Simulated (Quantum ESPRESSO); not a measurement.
BN:

```xyz
2
Lattice="0.0000 1.8130 1.8130 1.8130 0.0000 1.8130 1.8130 1.8130 0.0000" Properties=species:S:1:pos:R:3 pbc="T T T"
N     0.9065    0.9065    0.9065
B     0.0000    0.0000    0.0000
```

The cell is a database's computed one.

| Quantity | Value |
| --- | --- |
| Program | Quantum ESPRESSO 7.5 |
| Task | phonon dispersion |
| Functional | PBE |
| Potentials or basis | PseudoDojo 0.4.1 SR PBE standard |
| Cutoff | 1143 eV |
| Density cutoff | 4572 eV |
| k mesh | 6 × 6 × 6, shifted |
| Occupations | fermi-dirac, width 0.05 eV |
| Spin | no spin polarisation |
| Mixing beta | 0.5 |
| Most SCF iterations | 120 |
| SCF threshold | 4e-10 Ry |
| q mesh | 2 × 2 × 2 |

The cell and the atoms were relaxed first, to 5.95 Å³/atom (a = 2.562 Å, b = 2.562 Å, c = 2.562 Å, α = 60.00°, β = 60.00°, γ = 60.00°), and the response was taken there.

The first run showed a gap, so the response started from a second, tighter run with fixed occupations.

**Question.** What are the zero-point energy, and the vibrational entropy and heat capacity at 298.15 K?

**Answer.** Zero-point energy 155.9 meV/atom; entropy 0.43 k_B/atom (3.6 J/(K·mol of atoms)); Cv 0.99 k_B/atom, 33 % of the classical limit. These are harmonic values without the electrons' part.

Phonon frequencies at the corners of the path (cm⁻¹, interpolated; i marks imaginary ones):
```
point                frequencies
    Γ       0 0 0 1029 1029 1266
    X  698 698 889 889 1000 1140
    W   756 767 898 945 982 1009
    K   644 844 890 914 957 1071
    L   485 485 958 969 969 1126
    U   644 844 890 914 957 1071
```

Harmonic thermodynamics per atom at this volume (zero-point energy 155.9 meV, Debye temperature from the second moment 1618 K):
```
 T (K)  free energy (meV)  entropy (k_B)  heat capacity Cv (k_B)
    50              155.9           0.00                    0.01
   100              155.9           0.02                    0.06
   200              155.2           0.15                    0.43
298.15              152.9           0.43                    0.99
   500              139.0           1.17                    1.88
   800               94.8           2.21                    2.47
```

Phonon states per cell in windows of 100 cm⁻¹ (negative: imaginary):
```
from (cm⁻¹)  total     N     B
          0   0.00  0.00  0.00
        100   0.02  0.01  0.01
        200   0.06  0.04  0.03
        300   0.16  0.09  0.07
        400   0.35  0.20  0.15
        500   0.60  0.34  0.26
        600   0.65  0.37  0.28
        700   0.45  0.28  0.17
        800   0.51  0.35  0.16
        900   1.94  0.94  1.00
       1000   0.56  0.16  0.40
       1100   0.49  0.14  0.35
       1200   0.19  0.07  0.11
```

A q mesh this small can miss soft modes between its points.

Caveat: the q mesh is small, so phonon branches between its points and thermal values are rough.
